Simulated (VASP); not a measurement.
Write the native input for VASP 6.6.1 that does the following.

```
Task                   : single point
Functional             : PBE
Dispersion             : D4
Potentials or basis    : VASP PAW PBE potentials, release 64 (Cs_sv)
Cutoff                 : 400 eV
k mesh                 : 1 × 1 × 1
Occupations            : gaussian, width 0.01 eV
Spin                   : collinear spin, ferromagnetic start
Starting moments       : [0.5] μB
Fixed moment           : 1 μB
Further INCAR settings : ALGO = Normal; EDIFF = 1e-07; NBANDS = 14; ISYM = 0
```

The structure of Cs lies in POSCAR:

```
Cs                                      
1.0
   10.5000000000      0.0000000000      0.0000000000
    0.0000000000     11.0000000000      0.0000000000
    0.0000000000      0.0000000000     11.5000000000
  Cs            
     1
Selective dynamics
Direct
     0.5000000000000000    0.5045454544999970    0.5000000000000000   F   F   F
```

These files were run (other wordings do the same):

INCAR

```
ALGO = Normal
EDIFF = 1E-7
ENCUT = 400
GGA = PE
ISIF = 2
ISMEAR = 0
ISPIN = 2
ISYM = 0
IVDW = 13
LASPH = T
LCHARG = F
LORBIT = 11
LREAL = F
LWAVE = F
MAGMOM = 0.5
NBANDS = 14
NELM = 80
NUPDOWN = 1
PREC = Accurate
SIGMA = 0.01
```

KPOINTS

```
k-points
0
Gamma
  1 1 1
```

Potentials or basis: VASP PAW PBE potentials, release 64 (Cs_sv).

The run is started by

```console
$ cat potpaw_PBE.64/Cs_sv/POTCAR > POTCAR
$ mpirun -np 4 vasp_gam > vasp.out
```

It gave:

```json
{"Net moment": "1.00 μB per cell", "Valence electrons inside the program's atomic spheres": "Cs 6.54", "Dispersion energy per atom": "-0.025 eV"}
```

Caveat: the total moment is fixed, so each spin has its own Fermi level.

Run time: 53 s on 4 MPI ranks on Intel(R) Xeon(R) 6975P-C (Granite Rapids) (shared host), peak memory 0.36 GiB a rank.
